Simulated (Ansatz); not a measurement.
We consider cubic perovskite BaSnO3, described by rVV10 (Ansatz, an electronic-structure program, plane waves, PAW).

Numerical settings: plane-wave cutoff 520 eV, 8×8×8 k mesh, Fermi–Dirac smearing 0.01 eV, scalar-relativistic PAW data made under PBE.

Cell (relaxed at this level):

```cif
data_BaO3Sn
_chemical_formula_sum 'Ba1 Sn1 O3'
_space_group_name_H-M_alt 'Pm-3m'
_space_group_IT_number 221
_space_group_name_Hall '-P 4 2 3'
_cell_length_a 4.18909
_cell_length_b 4.18909
_cell_length_c 4.18909
_cell_angle_alpha 90.000
_cell_angle_beta 90.000
_cell_angle_gamma 90.000
loop_
_atom_site_label
_atom_site_type_symbol
_atom_site_symmetry_multiplicity
_atom_site_Wyckoff_symbol
_atom_site_fract_x
_atom_site_fract_y
_atom_site_fract_z
_atom_site_occupancy
Ba1 Ba 1 a 0.00000 0.00000 0.00000 1
Sn1 Sn 1 b 0.50000 0.50000 0.50000 1
O1 O 3 c 0.00000 0.50000 0.50000 1
```

Problem. What does this level give for the bulk modulus, band gap, smallest direct gap on the k points sampled and pressure derivative B′ of the bulk modulus?

Solution. 
bulk modulus: 135 GPa
band gap: 0.34 eV
smallest direct gap on the k points sampled: 0.82 eV
pressure derivative B′ of the bulk modulus: 5.3

Measured, for comparison: band gap 2.95 eV (temperature not stated, no zero-point or thermal correction, indirect, from the absorption edge of a single crystal; as tabulated in Kim et al. (2012), arXiv:1207.0764).

Spin–orbit coupling is not included.

The result took around 100 core-seconds (rough).
